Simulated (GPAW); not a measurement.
Se:

```
Se
1.0
     4.36620    0.00000    0.00000
    -2.18310    3.78124    0.00000
     0.00000    0.00000    4.95360
Se
3
Direct
  0.77460 0.77460 0.00000
  0.22540 0.00000 0.33333
  0.00000 0.22540 0.66667
```

```yaml
Program: GPAW 26.7.0
Task: relaxation of cell and atoms
Functional: BP86
Potentials_or_basis: PAW data sets generated in the run's folder for this functional
Cutoff: 600 eV
Basis: pw
k_mesh: 5 × 5 × 4
Occupations: fermi-dirac, width 0.05 eV
Spin: no spin polarisation
```

At the start: pressure 3.2 GPa; volume 27.26 Å³/atom.

**Question.** How do energy, volume and symmetry change on relaxing?

**Answer.** Over 8 steps the energy falls by 15.4 meV/atom and the volume is 28.65 Å³/atom (+5.1 %); space group P3_121 (No. 152, to 0.05 Å).

Step by step:
```
step  energy change (eV)  largest force (eV/Å)  pressure (GPa)  volume (Å³)
   1              0.0000                0.4947            3.19        81.78
   2             -0.0204                0.2992            2.26        82.42
   3             -0.0391                0.0581            0.49        83.85
   4             -0.0400                0.0896            0.30        84.10
   5             -0.0420                0.1260           -0.02        84.70
   6             -0.0442                0.1208           -0.22        85.41
   7             -0.0458                0.0645           -0.18        85.93
   8             -0.0462                0.0164           -0.02        85.96
```

Final structure:
```cif
data_structure
_symmetry_space_group_name_H-M 'P 1'
_symmetry_Int_Tables_number 1
_cell_length_a 4.4093
_cell_length_b 4.4093
_cell_length_c 5.1054
_cell_angle_alpha 90.000
_cell_angle_beta 90.000
_cell_angle_gamma 120.000
_cell_volume 85.96
loop_
_atom_site_label
_atom_site_type_symbol
_atom_site_fract_x
_atom_site_fract_y
_atom_site_fract_z
_atom_site_occupancy
Se1 Se 0.77458 0.77458 0.00000 1
Se2 Se 0.22542 0.00000 0.33333 1
Se3 Se 0.00000 0.22542 0.66667 1
```

Caveat: later steps reuse the first step's grids.
